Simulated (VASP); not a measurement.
# SnSe2 (P-3m1) in VASP: a series of runs

Runs on SnSe2. Level: LDA. Tasks: single point.

Everything below comes from runs of VASP 6.6.1. Logs are shortened: lines on timing, memory, paths and dates and some standing lists are left out, and cuts for length are marked.

## 1. The structure

Symmetry: P-3m1, No. 164, trigonal system. The conventional cell has a = 3.811 Å, b = 3.811 Å, c = 6.136 Å, α = 90.00°, β = 90.00°, γ = 120.00°. Sn (site symmetry -3m) has 6 Se at 2.68 Å as nearest neighbours. Se (site symmetry 3m) has 3 Sn at 2.68 Å as nearest neighbours.

## 2. Single point, LDA

Input file INCAR:

```
SYSTEM = SnSe2
PREC     = Accurate       ! precision mode
ENCUT    = 550            ! plane-wave cutoff, eV
EDIFF    = 1E-7           ! SCF threshold, eV
ISMEAR   = 0              ! smearing method
SIGMA    = 0.05           ! smearing width, eV
LREAL    = .False.        ! projectors in reciprocal space
LASPH    = .True.         ! aspherical terms in the spheres
NELM     = 100            ! most SCF steps
ALGO     = Normal         ! electronic algorithm
ISIF     = 2              ! what is computed and relaxed
LWAVE    = .False.        ! write WAVECAR
LCHARG   = .False.        ! write CHGCAR
NBANDS   = 20             ! bands
ADDGRID  = .False.
```

Input file KPOINTS:

```
regular mesh
0
Gamma
  4 4 2
  0 0 0
```

Input file POSCAR:

```
SnSe2
1.0
    3.8110000000      0.0000000000      0.0000000000
   -1.9055000000      3.3004228138      0.0000000000
    0.0000000000      0.0000000000      6.1360000000
Sn Se
1 2
Direct
    0.0000000000      0.0000000000      0.0000000000
    0.6666666667      0.3333333333      0.7510000000
    0.3333333333      0.6666666667      0.2490000000
```

Potentials or basis: VASP PAW LDA potentials, release 64 (Sn_d, Se).

Launch:

```sh
cat potpaw_LDA.64/Sn_d/POTCAR potpaw_LDA.64/Se/POTCAR > POTCAR
mpirun -np 1 vasp_std > vasp.out
```

OUTCAR:

```text
SYSTEM = SnSe2
   PREC = Accurate
   ENCUT = 550
   EDIFF = 1E-7
   ISMEAR = 0
   LREAL = .False.
   LASPH = .True.
   NELM = 100
   ISIF = 2

 Found      8 irreducible k-points:

 Following reciprocal coordinates:
            Coordinates               Weight
  0.000000  0.000000  0.000000      1.000000
  0.250000 -0.000000  0.000000      6.000000
  0.500000 -0.000000  0.000000      3.000000
  0.250000  0.250000  0.000000      6.000000
  0.000000  0.000000  0.500000      1.000000
  0.250000 -0.000000  0.500000      6.000000
   k-points           NKPTS =      8   k-points in BZ     NKDIM =      8   number of bands    NBANDS=     20
   number of dos      NEDOS =    301   number of ions     NIONS =      3
   total plane-waves  NPLWV =  43200
   dimension x,y,z NGX =    30 NGY =   30 NGZ =   48
   dimension x,y,z NGXF=    60 NGYF=   60 NGZF=   96
   ions per type =               1   2
   NGX,Y,Z   is equivalent  to a cutoff of  13.09, 13.09, 13.00 a.u.
   NGXF,Y,Z  is equivalent  to a cutoff of  26.17, 26.17, 26.01 a.u.
 SYSTEM =  SnSe2
   PREC   = accura    normal or accurate (medium, high low for compatibility)
   ISTART =      0    job   : 0-new  1-cont  2-samecut
   ICHARG =      2    charge: 1-file 2-atom 10-const
   ISPIN  =      1    spin polarized calculation?
   LNONCOLLINEAR =      F non collinear calculations
   LSORBIT =      F    spin-orbit coupling
   LASPH  =      T    aspherical Exc in radial PAW
   ENCUT  =  550.0 eV  40.42 Ry    6.36 a.u.   7.29  7.29 11.73*2*pi/ulx,y,z
   NELM   =    100;   NELMIN=  2; NELMDL= -5     # of ELM steps
   EDIFF  = 0.1E-06   stopping-criterion for ELM
   LREAL  =      F    real-space projection
   EDIFFG = 0.1E-05   stopping-criterion for IOM
   NSW    =      0    number of steps for IOM
   IBRION =     -1    ionic relax: 0-MD 1-quasi-New 2-CG
   NFREE  =      0    steps in history (QN), initial steepest desc. (CG)
   ISIF   =      2    stress and relaxation
   ISYM   =      2    0-nonsym 1-usesym 2-fastsym
   POTIM  = 0.5000    time-step for ionic-motion
   TEBEG  =    0.0;   TEEND  =   0.0 temperature during run
   PSTRESS=    0.0 pullay stress
   NELECT =      26.0000    total number of electrons
   NUPDOWN=      -1.0000    fix difference up-down
   EMIN   =  10.00;   EMAX   =-10.00  energy-range for DOS
   EFERMI =   0.00;   METHOD = LEGACY
   ISMEAR =     0;   SIGMA  =   0.05  broadening in eV -4-tet -1-fermi 0-gaus
   EFERMI_NEDOS =   21; number of points for ismear=-14 and -15
   IALGO  =     38    algorithm
   IMIX   =      4    mixing-type and parameters
     AMIX     =   0.40;   BMIX     =  1.00
     AMIX_MAG =   1.60;   BMIX_MAG =  1.00
  volume/ion in A,a.u.               =      25.73       173.61
  Fermi-wavevector in a.u.,A,eV,Ry     =   1.139116  2.152617 17.654722  1.297585
  Thomas-Fermi vector in A             =   2.275820
   LORBIT       =      0    0 simple, 1 ext, 2 COOP (PROOUT), +10 PAW based schemes
   GGA     = CA    functional components
   LHFCALC =     F    Hartree Fock is set to
   AEXX    =    0.0000 exact exchange contribution
   IVDW    =     0    specifies the selected vdW correction
   LEPSILON=     F    determine dielectric tensor
   LRPA    =     F    only Hartree local field effects (RPA)
 non-spin polarized calculation
 Gauss-broadening in eV      SIGMA  =   0.05
  energy-cutoff  :      550.00
  volume of cell :       77.18
 maximum number of plane-waves:      2297
 NGX is ok and might be reduce to    30
   NGX = 15   NGY = 15   NGZ = 23

 number of electron      25.9999999 magnetization

 Free energy of the ion-electron system (eV)
  ---------------------------------------------------
  ext. energy  EPLUGINS =         0.00000000
  ---------------------------------------------------
  free energy    TOTEN  =       -13.65570333 eV

  energy without entropy =      -13.65570333  energy(sigma->0) =      -13.65570333

 E-fermi :   4.3462     XC(G=0):  -9.7753

 val. band max:        4.1118122020   @ k =   0.0000   0.0000   0.0000
 cond. band min:       4.8711815593   @ k =   0.5000  -0.0000   0.5000
 fundamental gap:      0.7593693573
 Fermi energy:         4.3462212457

 k-point     1 :       0.0000    0.0000    0.0000
  band No.  band energies     occupation
      1     -17.0926      2.00000
      2     -17.0926      2.00000
      3     -17.0567      2.00000
      4     -17.0380      2.00000
      5     -17.0380      2.00000
      6      -9.9278      2.00000
      7      -8.1295      2.00000
      8      -2.0359      2.00000
      9       3.4040      2.00000
     10       3.4040      2.00000
     11       3.7340      2.00000
     12       3.7340      2.00000
     13       4.1118      2.00000
     14       5.0012      0.00000
     15       6.8922      0.00000
     16       8.6377      0.00000
     17       8.6377      0.00000
     18      12.1341      0.00000
     19      13.0386      0.00000
     20      13.0386      0.00000

 k-point     2 :       0.2500   -0.0000    0.0000
  band No.  band energies     occupation
      1     -17.1234      2.00000
      2     -17.0793      2.00000
      3     -17.0519      2.00000
      4     -17.0357      2.00000
      5     -17.0284      2.00000
      6      -9.3209      2.00000
      7      -7.7887      2.00000
      8      -2.1730      2.00000
      9       0.4645      2.00000
     10       1.7266      2.00000
     11       2.1028      2.00000
     12       3.8999      2.00000
     13       3.9914      2.00000
     14       6.0097      0.00000
     15       7.8918      0.00000
     16       9.4154      0.00000
     17       9.6934      0.00000
     18      10.6153      0.00000
     19      12.1602      0.00000
     20      13.5407      0.00000

 k-point     3 :       0.5000   -0.0000    0.0000
  band No.  band energies     occupation
      1     -17.1564      2.00000
      2     -17.0753      2.00000
      3     -17.0611      2.00000
      4     -17.0172      2.00000
      5     -17.0094      2.00000
      6      -8.2455      2.00000
      7      -7.6905      2.00000
      8      -3.2092      2.00000
      9      -0.4082      2.00000
     10       1.1704      2.00000
     11       1.4076      2.00000
     12       2.8677      2.00000
     13       3.8191      2.00000
     14       5.1706      0.00000
     15       7.7397      0.00000
     16       9.4310      0.00000
     17       9.4866      0.00000
     18      11.2775      0.00000
     19      13.8933      0.00000
     20      14.6080      0.00000

 k-point     4 :       0.2500    0.2500    0.0000
  band No.  band energies     occupation
      1     -17.1334      2.00000
      2     -17.0945      2.00000
      3     -17.0444      2.00000
      4     -17.0335      2.00000
      5     -17.0142      2.00000
      6      -8.3474      2.00000
      7      -7.5697      2.00000
      8      -3.1204      2.00000
      9       0.0202      2.00000
     10       0.5051      2.00000
     11       1.5978      2.00000
     12       2.2051      2.00000
     13       3.3015      2.00000
     14       5.7156      0.00000
     15       9.8345      0.00000
     16      10.2464      0.00000
     17      10.4365      0.00000
     18      10.7659      0.00000
     19      11.4619      0.00000
     20      13.7499      0.00000

 k-point     5 :       0.0000    0.0000    0.5000
  band No.  band energies     occupation
      1     -17.0926      2.00000
      2     -17.0926      2.00000
      3     -17.0565      2.00000
      4     -17.0380      2.00000
      5     -17.0380      2.00000
      6      -9.7555      2.00000
      7      -8.4726      2.00000
      8      -1.1091      2.00000
      9       2.0065      2.00000
     10       3.3144      2.00000
     11       3.3144      2.00000
     12       3.8904      2.00000
     13       3.8904      2.00000
     14       6.4343      0.00000
     15       6.8552      0.00000
     16       8.3631      0.00000
     17       8.3631      0.00000
     18      12.1297      0.00000
     19      12.4536      0.00000
     20      12.4537      0.00000

 k-point     6 :       0.2500   -0.0000    0.5000
  band No.  band energies     occupation
      1     -17.1235      2.00000
      2     -17.0793      2.00000
      3     -17.0519      2.00000
      4     -17.0356      2.00000
      5     -17.0284      2.00000
      6      -9.1600      2.00000
      7      -8.0655      2.00000
      8      -1.9461      2.00000
      9       0.6810      2.00000
     10       2.2527      2.00000
     11       2.3398      2.00000
     12       2.6571      2.00000
     13       3.7016      2.00000
     14       5.7131      0.00000
     15       8.4635      0.00000
     16       9.7032      0.00000
     17       9.8043      0.00000
     18      10.7990      0.00000
     19      12.3682      0.00000
     20      13.1336      0.00000

 [... further k-points ...]

------------------------ aborting loop because EDIFF is reached ----------------------------------------

  FORCE on cell =-STRESS in cart. coord.  units (eV):
  Direction    XX          YY          ZZ          XY          YZ          ZX
  --------------------------------------------------------------------------------------
  -------------------------------------------------------------------------------------
  Total        0.6265812      0.6265812      0.6424333      0.0000000      0.0000000      0.0000000
  in kB       13.0075065     13.0075065     13.3365879      0.0000000      0.0000000      0.0000000
  external PRESSURE =      13.1172003 kB  Pullay stress =       0.0000000 kB

 VOLUME and BASIS-vectors are now :
 -----------------------------------------------------------------------------
  energy-cutoff  :      550.00
  volume of cell :       77.18
      direct lattice vectors                 reciprocal lattice vectors
     3.811000000  0.000000000  0.000000000     0.262398321  0.151495741  0.000000000
    -1.905500000  3.300422814  0.000000000     0.000000000  0.302991482  0.000000000
     0.000000000  0.000000000  6.136000000     0.000000000  0.000000000  0.162972621

 POSITION                                       TOTAL-FORCE (eV/Angst)
 -----------------------------------------------------------------------------------
      0.00000      0.00000      0.00000         0.000000      0.000000      0.000000
      1.90550      1.10014      4.60814         0.000000      0.000000     -0.457056
     -0.00000      2.20028      1.52786        -0.000000     -0.000000      0.457056
 -----------------------------------------------------------------------------------
    total drift:                               -0.000000     -0.000000      0.000000

  FREE ENERGIE OF THE ION-ELECTRON SYSTEM (eV)
  ---------------------------------------------------
  free  energy   TOTEN  =       -13.6557033311 eV

  energy  without entropy=      -13.6557033311  energy(sigma->0) =      -13.65570333
```

It took 8.6 s on 1 thread of Intel Xeon 6975P-C (Granite Rapids), shared host; peak memory 0.17 GiB.

The run converged, but some of its settings lie outside the range that counts as converged, so its numbers aren't taken as properties of the crystal.

What came out:

```yaml
Free_energy: -13.6557 eV
Pressure: 1.3 GPa
Largest_force: 0.457 eV/Å
Band_gap_on_the_k_mesh: 0.76 eV, indirect (least direct gap 0.89 eV)
```

Caveat: the k mesh is coarse (spacing up to 0.51 Å⁻¹), so the values aren't converged; spin-orbit coupling is left out, which moves the levels of the heavy elements.

(Part 1 of 2 ends here.)
